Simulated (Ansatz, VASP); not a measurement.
## Two plane-wave programs on W

POSCAR

```
W
1.0
   -1.5848038465      1.5848038465      1.5848038465
    1.5848038465     -1.5848038465      1.5848038465
    1.5848038465      1.5848038465     -1.5848038465
W
1
Direct
    0.0000000000      0.0000000000      0.0000000000
```

The input INCAR.step1:

```
SYSTEM = W
PREC = Accurate
ENCUT = 520
ISMEAR = -1
SIGMA = 0.1
LREAL = .False.
LASPH = .True.
NELM = 60
NBANDS = 13
GGA = PE
ALGO = Normal
EDIFF = 1E-4
LWAVE = .True.
LCHARG = .False.
```

Contents of INCAR.step2:

```
SYSTEM = W
PREC = Accurate
ENCUT = 520
EDIFF = 1E-7
ISMEAR = -1
SIGMA = 0.1
LREAL = .False.
LASPH = .True.
NELM = 60
ALGO = Normal
ISIF = 2
LWAVE = .False.
LCHARG = .False.
METAGGA = R2SCAN
LMIXTAU = .True.
NBANDS = 13
ISTART = 1
```

KPOINTS

```
Automatic mesh
0
Gamma
  4 4 4
  0 0 0
```

Input for Ansatz:

```yaml
crystal:
  lattice:
    - [-1.5848038465, 1.5848038465, 1.5848038465]
    - [1.5848038465, -1.5848038465, 1.5848038465]
    - [1.5848038465, 1.5848038465, -1.5848038465]
  atoms:
    - { symbol: W, position: [0.0, 0.0, 0.0] }
hamiltonian:
  xc: r2scan
  pseudopotentials:
    kind: paw
    azcp:
      W: "pseudopotentials/W.paw.azcp"
basis:
  ecutwfc: 500
  fft_grid_basis: typed
kpoints:
  mp_grid: { grid: [4, 4, 4], shift: [0, 0, 0] }
magnetization:
  spin_polarized: false
scf:
  occupations: { method: fermi_dirac, width: 0.1 }
  lower_state_search: "off"
output:
  stress: true
```

Alike in both runs: task single point; functional r2SCAN; k mesh 4 × 4 × 4; occupations fermi-dirac, width 0.1 eV; no spin polarisation.

```csv
,VASP,Ansatz
version,VASP 6.6.1,Ansatz 0.2.0
potentials or method,"VASP PAW PBE potentials, release 64 (W_sv)","plane waves (500 eV) with PAW, scalar-relativistic"
plane-wave cutoff (eV),520,500
valence electrons in the cell,14,14
```

```tsv
	VASP	Ansatz	Ansatz less VASP
pressure (GPa)	-0.5	-1.7	-1.22
```

Caveats: the k mesh is coarse (spacing up to 0.70 Å⁻¹), so the values aren't converged; the PAW data sets were made with another functional, which shifts forces and pressure a little (VASP). The runs have no spin-orbit coupling, so splittings on W are missing.
